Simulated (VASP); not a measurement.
## From an Ansatz input to VASP: BN (strained rocksalt)

Ansatz input

```yaml
crystal:
  lattice:
    - [-0.0218228242, 1.745825935, 1.745825935]
    - [1.745825935, -0.0218228242, 1.745825935]
    - [1.7240031108, 1.7240031108, 0.0]
  atoms:
    - { symbol: B, position: [0.0, 0.0, 0.0] }
    - { symbol: "N", position: [0.5, 0.5, 0.5] }
kpoints:
  mp_grid: { grid: [12, 12, 12] }
  band_path:
    path:
      - [0.0, 0.0, 0.0]
      - [0.5, 0.0, 0.5]
      - [0.625, 0.25, 0.625]
      - [0.375, 0.375, 0.75]
      - [0.5, 0.5, 0.5]
      - [0.5, 0.25, 0.75]
      - [-0.165365, 0.164062, 0.0]
      - [0.5, 0.5, 0.0]
    npoints: 1
hamiltonian:
  xc: pbe
scf:
  occupations: { method: fermi_dirac, width: 0.02 }
  n_extra_bands: 4
output:
  forces: true
  stress: true
  eigenvalues: true
```

**Question.** Write VASP inputs for this cell and level of theory.

**Answer.** 

INCAR

```
PREC = Accurate
EDIFF = 1E-7
NELM = 120
NBANDS = 11
LWAVE = .FALSE.
IBRION = -1
ISMEAR = -1
ISIF = 2
SIGMA = 0.02
LASPH = .TRUE.
NSW = 0
ENCUT = 520
GGA = PE
LCHARG = .FALSE.
LREAL = .FALSE.
```

KPOINTS

```
KPOINTS created by Atomic Simulation Environment
0
Gamma
12 12 12
0 0 0
```

KPOINTS_OPT

```
special points
8
Reciprocal
0.0000000000 0.0000000000 0.0000000000 1
0.5000000000 0.0000000000 0.5000000000 1
0.6250000000 0.2500000000 0.6250000000 1
0.3750000000 0.3750000000 0.7500000000 1
0.5000000000 0.5000000000 0.5000000000 1
0.5000000000 0.2500000000 0.7500000000 1
-0.1653650000 0.1640620000 0.0000000000 1
0.5000000000 0.5000000000 0.0000000000 1
```

POSCAR

```
B  N
 1.0000000000000000
    -0.0218228242000000    1.7458259350000001    1.7458259350000001
     1.7458259350000001   -0.0218228242000000    1.7458259350000001
     1.7240031108000000    1.7240031108000000    0.0000000000000000
 B   N
   1   1
Cartesian
  0.0000000000000000  0.0000000000000000  0.0000000000000000
  1.7240031107999996  1.7240031107999996  1.7458259350000001
```

VASP ran with the recommended PBE PAW datasets (8 valence electrons in the cell). Other inputs would serve too.

```tsv
	Ansatz	VASP
gap between bands v and c	0.95 eV	0.94 eV
least direct gap	5.64 eV	5.63 eV
pressure	4.1 GPa	4.1 GPa
```

The two codes use different PAW datasets and cutoffs. VASP's cell holds 8 valence electrons and Ansatz's 8. Ansatz's stress includes a Pulay correction; VASP's doesn't.
